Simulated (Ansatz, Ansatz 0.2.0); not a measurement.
# Enthalpy of formation of LuPt: PBEsol, spin-orbit coupling and the choice of functional

## The question

The reference is the enthalpy of formation of the equiatomic compound LuPt from the elements, −118.4 kJ per mole of atoms or −1.227 eV/atom, taken from a printed reference work on machine-learning prediction of intermetallic formation enthalpies. The value counts atoms, not formula units, so a result per mole of LuPt has to be halved before the two are compared. It is a compiled value, and neither the method nor the temperature is given with it. We think it probably goes back to high-temperature direct-synthesis calorimetry referred to room temperature, but we have not traced it to the original measurement. A transcription error or an incompletely reacted sample therefore cannot be excluded.

| compared with | measured | source's wording or label | method |
| --- | --- | --- | --- |
| ΔH per atom (eV/atom) | −1.227 | -118.4 kJ/mol atoms | compiled value, method not stated |

Conditions are those given with the value in the passage it was taken from; "not stated" means there, and the paper may say more elsewhere. The values are a selection: others may have been left out beforehand as unlike or outlying.

## How to go about it

We want the enthalpy of formation of orthorhombic LuPt (Pnma, eight atoms in the cell) from hexagonal lutetium and cubic platinum. Agreement within 0.1 eV/atom counts as success. A difference below about 0.03 eV/atom would be as close as calorimetry on such a refractory, strongly exothermic compound can usually be trusted, so nothing finer will be read into the comparison. The calculation gives a static energy difference; heat content and zero-point motion largely cancel between compound and elements and should contribute roughly 0.01 eV/atom.

The 4f shell of lutetium is filled, so we treat all phases as non-magnetic. For compounds of metals alone a GGA is usually close to calorimetry, whereas meta-GGAs of the SCAN family tend to bind too strongly. We therefore start with PBEsol and relax the compound and both elements. We skip the cheaper single-point route: the starting cell of LuPt comes from an earlier theoretical relaxation, and cells that are not at the minimum of the functional in use leave unequal strain energies in compound and elements. Tighter numerical settings, spin-orbit coupling and one neighbouring functional are to follow.

Plain PBE isn't shown in this study.

System: LuPt; Pnma (No. 62), 8 atoms in the primitive cell; the database structure is a structure relaxed by earlier theory (a GGA or r2SCAN, not named), not a measurement: a = 6.770 Å, b = 4.450 Å, c = 5.440 Å; structure from the Materials Project.

On the selection of runs and values: Further runs on this system are not shown.

## 1. PBEsol with all phases relaxed

This run sets the level on which we intend to judge. We expect a strongly negative value within about 0.1 eV/atom of the reference.

**Run 1.** Ansatz 0.2.0: PBEsol, compound and elements relaxed, PAW set soft_2, cutoff 420 eV, 6x8x6 k mesh, Gaussian smearing 0.1 eV.

Key lines of the input:
```
crystal:
  # lattice and atoms
kpoints:
  mp_grid: { grid: [6, 8, 6] }
hamiltonian:
  xc: pbesol
scf:
  occupations: { method: gaussian, width: 0.1 }
output:
  forces: true
  stress: true
basis:
  ecutwfc: 420.0
relax:
  adjacent_minimum: "off"
  f_tol: 0.005
  max_steps: 60
  cell: { stress_tol: 0.03 }
```

Command:
```
ansatz run input.yaml --threads 8 --pin off --max-ram 16384MiB --backend cpu --events-out ev --progress --plain --runs-dir out
```

Selected lines of the output:
```
[LuPt, 8 atoms, space group Pnma, 6x8x6 mesh] E sigma→0 (E₀):  -107991.154209 eV
[Pt, 1 atoms, space group Fm-3m, 18x18x18 mesh] E sigma→0 (E₀):  -12383.816228 eV
[Lu, 2 atoms, space group P6_3/mmc, 15x15x8 mesh] E sigma→0 (E₀):  -29222.968097 eV
```

Converged; 2.3 min on 8 cores of Arm Neoverse V1, shared host.

| quantity | run 1 | measured | deviation |
| --- | --- | --- | --- |
| ΔH per atom (eV/atom) | −1.244 | −1.227 | −0.017 (−1.4 %) |
| ΔH per mole of formula units (kJ/mol) | −240.1 |  |  |
| conventional cell volume (Å³) | 161.52 |  |  |

PBEsol gives −1.244 eV/atom, 0.017 eV/atom more exothermic than the compiled value and well inside the 0.1 eV/atom we set. The difference is also below what we would trust the calorimetry to resolve. The formation energy is what remains after total energies of many thousand eV are subtracted, so it depends on basis and sampling errors cancelling between LuPt, lutetium and platinum.

## 2. Higher cutoff and denser mesh

We raise the plane-wave cutoff and the k mesh separately, so that any shift can be traced to one of them. Both runs relax all three phases again. We expect changes of a few meV/atom at most; a shift of several hundredths of an eV would mean that the close agreement is accidental.

**Run 2.** Ansatz 0.2.0: PBEsol, compound and elements relaxed, PAW set soft_2, cutoff 570 eV, 6x8x6 k mesh, Gaussian smearing 0.1 eV.

Key lines of the input, as changed from run 1:
```diff
  basis:
-   ecutwfc: 420.0
+   ecutwfc: 570.0
```

Command:
```
ansatz run input.yaml --threads 4 --pin off --max-ram 16384MiB --backend cpu --events-out ev --progress --plain --runs-dir out
```

Selected lines of the output:
```
[LuPt, 8 atoms, space group Pnma, 6x8x6 mesh] E sigma→0 (E₀):  -107991.167232 eV
[Pt, 1 atoms, space group Fm-3m, 18x18x18 mesh] E sigma→0 (E₀):  -12383.817844 eV
[Lu, 2 atoms, space group P6_3/mmc, 15x15x8 mesh] E sigma→0 (E₀):  -29222.970416 eV
```

Converged; 5.9 min on 4 cores of Arm Neoverse V1, shared host.

**Run 3.** Ansatz 0.2.0: PBEsol, compound and elements relaxed, PAW set soft_2, cutoff 420 eV, 6x10x8 k mesh, Gaussian smearing 0.1 eV.

Key lines of the input, as changed from run 1:
```diff
  kpoints:
-   mp_grid: { grid: [6, 8, 6] }
+   mp_grid: { grid: [6, 10, 8] }
```

Selected lines of the output:
```
[LuPt, 8 atoms, space group Pnma, 6x10x8 mesh] E sigma→0 (E₀):  -107991.156592 eV
[Pt, 1 atoms, space group Fm-3m, 22x22x22 mesh] E sigma→0 (E₀):  -12383.820904 eV
```

Converged; 6.5 min on the same hardware.

| quantity | run 2 | run 3 | measured |
| --- | --- | --- | --- |
| ΔH per atom (eV/atom) | −1.244 | −1.242 | −1.227 |
| ΔH per mole of formula units (kJ/mol) | −240.1 | −239.7 |  |
| conventional cell volume (Å³) | 161.52 | 161.58 |  |

The higher cutoff lowers all three total energies by nearly the same amount per atom, and the formation enthalpy stays at −1.244 eV/atom. The denser mesh moves it to −1.242 eV/atom. Most of that small shift comes from platinum, whose energy falls by 0.005 eV while that of LuPt hardly changes per atom. Neither setting matters on the scale of our target.

## 3. Spin-orbit coupling

Both elements are heavy, and the scalar-relativistic runs leave out spin-orbit coupling. It need not cancel: in metallic platinum the 5d states reach the Fermi level, whereas in LuPt we expect them to be more nearly filled and to lie deeper, so the element should gain more energy from the coupling than the compound. We therefore expect a somewhat less exothermic value, by a few hundredths of an eV per atom. The run also uses fully relativistic potentials and a coarser k mesh, so the shift will not belong to the coupling alone.

**Run 4.** Ansatz 0.2.0: PBEsol with spin-orbit coupling, compound and elements relaxed, cutoff 420 eV, 4x6x6 k mesh, Gaussian smearing 0.1 eV.

Key lines of the input, as changed from run 1:
```diff
  kpoints:
-   mp_grid: { grid: [6, 8, 6] }
+   mp_grid: { grid: [4, 6, 6] }
  hamiltonian:
+   pseudopotentials: { kind: paw_fr }
+ magnetization:
+   noncollinear: true
+   spin_orbit: true
```

Selected lines of the output:
```
[LuPt, 8 atoms, space group Pnma, 4x6x6 mesh] E sigma→0 (E₀):  -108193.880612 eV
[Pt, 1 atoms, space group Fm-3m, 14x14x14 mesh] E sigma→0 (E₀):  -12417.786339 eV
[Lu, 2 atoms, space group P6_3/mmc, 12x12x6 mesh] E sigma→0 (E₀):  -29256.506688 eV
```

Converged; 25 min on the same hardware.

| quantity | run 4 | measured | deviation |
| --- | --- | --- | --- |
| ΔH per atom (eV/atom) | −1.215 | −1.227 | +0.012 (+1.0 %) |
| ΔH per mole of formula units (kJ/mol) | −234.5 |  |  |
| conventional cell volume (Å³) | 160.61 |  |  |

With spin-orbit coupling the formation enthalpy is −1.215 eV/atom, less exothermic by 0.029 eV/atom than in the first run. Direction and size are as we argued from the platinum 5d states, although the change of potentials and the coarser mesh are contained in the shift too. The result now lies 0.012 eV/atom on the other side of the compiled value. Both PBEsol treatments pass, and the reference cannot decide between them.

## 4. r2SCAN for comparison

The remaining question is how much the result owes to the choice of functional. We take r2SCAN, a meta-GGA often chosen for formation energies, again with all three phases relaxed and without spin-orbit coupling, so it is to be compared with the scalar-relativistic PBEsol value. We expect it to be more exothermic than PBEsol, as meta-GGAs of this family tend to overbind compounds of metals.

**Run 5.** Ansatz 0.2.0: r2SCAN, compound and elements relaxed, PAW set soft_2, cutoff 520 eV, 6x8x6 k mesh, Gaussian smearing 0.1 eV.

Key lines of the input, as changed from run 1:
```diff
  hamiltonian:
-   xc: pbesol
+   xc: r2scan
  basis:
-   ecutwfc: 420.0
+   ecutwfc: 520.0
```

Selected lines of the output:
```
[LuPt, 8 atoms, space group Pnma, 6x8x6 mesh] E sigma→0 (E₀):  -109133.082244 eV
[Pt, 1 atoms, space group Fm-3m, 18x18x18 mesh] E sigma→0 (E₀):  -12536.783334 eV
[Lu, 2 atoms, space group P6_3/mmc, 15x15x8 mesh] E sigma→0 (E₀):  -29487.393415 eV
```

Converged; 8.3 min on the same hardware.

| quantity | run 5 | measured | deviation |
| --- | --- | --- | --- |
| ΔH per atom (eV/atom) | −1.395 | −1.227 | −0.168 (−13.7 %) |
| ΔH per mole of formula units (kJ/mol) | −269.2 |  |  |
| conventional cell volume (Å³) | 165.42 |  |  |

r2SCAN gives −1.395 eV/atom, 0.168 eV/atom more exothermic than the compiled value and outside the 0.1 eV/atom we allow. The deviation has the sign we expected for a meta-GGA of this family. Against scalar-relativistic PBEsol the formation enthalpy is stronger by 0.151 eV/atom, several times the shift that came with spin-orbit coupling, so the functional is the largest source of spread among our runs.

The r2SCAN cell is nevertheless larger than the PBEsol one, 165.42 against 161.52 Å³. The stronger formation enthalpy therefore does not go together with a more compact compound. We made the cutoff and mesh checks with PBEsol, and they do not vouch for the numerical settings of this run.

## The runs side by side

| run | settings | ΔH per atom (eV/atom) | deviation | cost |
| --- | --- | --- | --- | --- |
| 1 | PBEsol, PAW set soft_2, cutoff 420 eV, 6x8x6 k mesh | −1.244 | −0.017 (−1.4 %) | 18 core-min |
| 2 | PBEsol, PAW set soft_2, cutoff 570 eV, 6x8x6 k mesh | −1.244 | −0.017 (−1.4 %) | 24 core-min |
| 3 | PBEsol, PAW set soft_2, cutoff 420 eV, 6x10x8 k mesh | −1.242 | −0.015 (−1.2 %) | 26 core-min |
| 4 | PBEsol with spin-orbit coupling, cutoff 420 eV, 4x6x6 k mesh | −1.215 | +0.012 (+1.0 %) | 1.7 core-h |
| 5 | r2SCAN, PAW set soft_2, cutoff 520 eV, 6x8x6 k mesh | −1.395 | −0.168 (−13.7 %) | 33 core-min |
|  | measured | −1.227 |  |  |

Further runs on the same system, made beside this series (convergence steps with loose settings among them):

| further | settings | ΔH per atom (eV/atom) | deviation | cost |
| --- | --- | --- | --- | --- |
| F1 | r2SCAN+rVV10, compound and elements relaxed, PAW set soft_2, cutoff 520 eV, 6x8x6 k mesh | −1.377 | −0.150 (−12.2 %) | 38 core-min |
| F2 | PBEsol+D3(BJ), compound and elements relaxed, PAW set soft_2, cutoff 420 eV, 6x8x6 k mesh | −1.225 | +0.002 (+0.1 %) | 20 core-min |
| F3 | BLYP, compound and elements relaxed, PAW set soft_2, cutoff 420 eV, 6x8x6 k mesh | −1.439 | −0.212 (−17.3 %) | 27 core-min |
| F4 | LDA, compound and elements relaxed, PAW set soft_2, cutoff 420 eV, 6x8x6 k mesh | −1.276 | −0.049 (−4.0 %) | 23 core-min |
| F5 | PBEsol, compound and elements in their database cells, PAW set soft_2, cutoff 420 eV, 6x8x6 k mesh | −1.254 | −0.027 (−2.2 %) | 2.6 core-min |
| F6 | PBEsol, compound and elements relaxed, PAW set soft_2, cutoff 420 eV, 4x4x4 k mesh | −1.254 | −0.027 (−2.2 %) | 6.4 core-min |
|  | measured | −1.227 |  |  |

## What the runs support

PBEsol meets the target of 0.1 eV/atom. With all phases relaxed it gives −1.244 eV/atom against the compiled −1.227, for 18 core-minutes. A higher cutoff and a denser mesh move this by 0.002 eV/atom at most.

Spin-orbit coupling, at 1.7 core-hours, brings the value to −1.215 eV/atom. The pass therefore does not hinge on leaving the coupling out. The shift of 0.029 eV/atom also contains new potentials and a coarser mesh. A still coarser 4x4x4 mesh moved the scalar-relativistic value only from −1.244 to −1.254 eV/atom, so sampling is unlikely to explain most of it; the effect of the potentials remains unseparated.

Relaxation mattered less than we had argued. In the database cells PBEsol gives −1.254 eV/atom for 2.6 core-minutes, which would have sufficed for this target.

The functional matters most. r2SCAN is too exothermic by 0.168 eV/atom, and adding rVV10 still leaves 0.150. This fits the known tendency of the SCAN family to overbind compounds of metals. LDA passes with a deviation of −0.049 eV/atom, while BLYP misses by −0.212, so being a GGA does not by itself ensure agreement. D3(BJ) shifts PBEsol to −1.225 eV/atom, but so close a match does not show that the correction is physically right.

The remaining PBEsol deviations are comparable to the neglected thermal and zero-point terms, roughly 0.01 eV/atom, and lie within the usual calorimetric uncertainty. They cannot rank the PBEsol variants. The reference is second-hand and its method is not given with it, so the comparison is only as sound as that compiled figure.

[Logs are printed without paths, hosts, clocks, repeated set-up lines and the standing remarks that a program may print on its own settings, such as how far it seeks lower states.]

[The runs shown are a pick from a larger set of finished runs; failed, doubtful and other runs were left out of it ahead of writing. So were measured values far from every level or from commonly accepted values, and agreement can look better than it is. Lines of input and output are excerpts and may be shortened.]
